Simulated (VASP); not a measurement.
A run of VASP 6.6.1 is set up as follows.

File INCAR:

```
SYSTEM = CaF2
PREC = Accurate
ENCUT = 520
EDIFF = 1E-6
ISMEAR = -1
SIGMA = 0.02
LREAL = .FALSE.
LASPH = .TRUE.
NELM = 80
ALGO = Normal
ISIF = 2
LWAVE = .FALSE.
LCHARG = .TRUE.
GGA = PE
LELF = .TRUE.
LVHAR = .TRUE.
NBANDS = 19
```

Contents of KPOINTS:

```
Automatic mesh
0
G
  8 8 8
  0 0 0
```

The input POSCAR:

```
CaF2
1.0
    0.0000000000      2.8408868203      2.7195929737
    2.8408868203      0.0000000000      2.7195929737
    2.8408868203      2.8408868203      0.0000000000
Ca F
1 2
Direct
    0.0000000000      0.0000000000      0.0000000000
    0.2500000000      0.2500000000      0.2500000000
    0.7500000000      0.7500000000      0.7500000000
```

Potentials or basis: VASP PAW PBE potentials, release 64 (Ca_sv, F).

Launch:

```console
$ cat potpaw_PBE.64/Ca_sv/POTCAR potpaw_PBE.64/F/POTCAR > POTCAR
$ mpirun -np 1 vasp_std > vasp.out
```

Task: Estimate the pressure.

Result: -3.1 GPa.

Task: What does it give for the band gap on the k mesh?

Result: 6.66 eV, indirect (least direct gap 6.86 eV).

Stress tensor (GPa, compression positive):
```
-4.69  0.00  0.00
 0.00 -4.69  0.00
 0.00  0.00 -0.01
```

A k mesh can miss the band edges.
